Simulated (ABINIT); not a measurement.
Crystal: Nb.

```xyz
1
Lattice="-1.6640 1.6640 1.6640 1.6640 -1.6640 1.6640 1.6640 1.6640 -1.6640" Properties=species:S:1:pos:R:3 pbc="T T T"
Nb    0.0000    0.0000    0.0000
```

Program: ABINIT 10.8.3 (patched build). Alike in all runs: task band structure; potentials or basis JTH PAW PBE v2.0; no spin polarisation; cell as given; k mesh 11 × 11 × 11; cutoff (eV) 517; smearing fermi-dirac 0.05 eV.

Question: Order these runs on this cell by their pressure, lowest first.
A. level BLYP
B. level r2SCAN
C. level LDA
D. level AM05
E. level revPBE

Answer: C (-11.8 GPa), D (-8.5 GPa), B (-3.6 GPa), E (-0.3 GPa), A (3.8 GPa).

Caveats: the PAW data sets were made with another functional, which shifts forces and pressure a little.

Runs at the PBE level aren't shown here.
